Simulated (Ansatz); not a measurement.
## Field gradients of MoS2 from run to run

Cell of run 1: a structure deposited in the COD.

```
Mo S
1.0
     1.58150    0.91308    6.12333
    -1.58150    0.91308    6.12333
     0.00000   -1.82616    6.12333
Mo S
1 2
Direct
  0.00000 0.00000 0.00000
  0.25160 0.25160 0.25160
  0.41510 0.41510 0.41510
```

Atoms are numbered from 1 in the order listed; like atoms form one site, named after its first atom.

Relaxed positions (PBE, cell held):

```
CELL_PARAMETERS angstrom
1.58150 0.91308 6.12333
-1.58150 0.91308 6.12333
0.00000 -1.82616 6.12333
ATOMIC_POSITIONS crystal
Mo 0.99999 0.99999 0.99999
S 0.24830 0.24830 0.24830
S 0.41841 0.41841 0.41841
```

All runs are DFT with Ansatz 0.2.0 (plane waves and PAW, scalar-relativistic unless spin–orbit coupling is named, Γ-centred meshes, Fermi–Dirac smearing where given) in this cell. Start moments of run 1 as typed (μB): 2 on each Mo, none on the rest.

Run 1: PBE, with a start moment, atoms as given; 420 eV, 16×16×16 k-points, smearing 0.02 eV.
Run 2: PBE, with a start moment, atoms relaxed; 420 eV, 16×16×16 k-points, smearing 0.02 eV.
Run 3: r2SCAN, with a start moment, at the relaxed atoms; 500 eV, 16×16×16 k-points, smearing 0.02 eV.

```
run   Mo V_zz (η)   S2 V_zz (η)   S3 V_zz (η)
  1  -9.08 (0.00)  -6.39 (0.00)  -6.25 (0.00)
  2  -7.41 (0.00)  -5.32 (0.00)  -5.14 (0.00)
  3             ?             ?             ?
```

V_zz in 10²¹ V/m².

Task: Estimate the row of run 3.

Result: Mo: -7.50 (0.00); S2: -5.42 (0.00); S3: -5.23 (0.00). It lies nearest to run 2, from whose tensors on these sites it differs by 0.10 at most (largest principal value of the difference, on S2). Taken one at a time, the positions of the atoms (as given or relaxed) move the tensors on these sites by up to 1.67 (largest principal value of the change, on Mo), the functional (r2SCAN with its higher cutoff) by 0.10 (S2).

Without spin–orbit coupling (the program notes it for Mo) the gradients can shift somewhat, as the gap is small. In run 3 the program didn't check the stability of the electronic state in full, so a lower one may lie near. In runs 1, 2, 3 the start moments die out. In run 1 the atoms aren't at the calculated equilibrium (largest force 1.3 eV/Å). The cell isn't the equilibrium one in run 1 (calculated pressure 9 GPa, with larger principal stresses), and the entry's cell may itself be off.
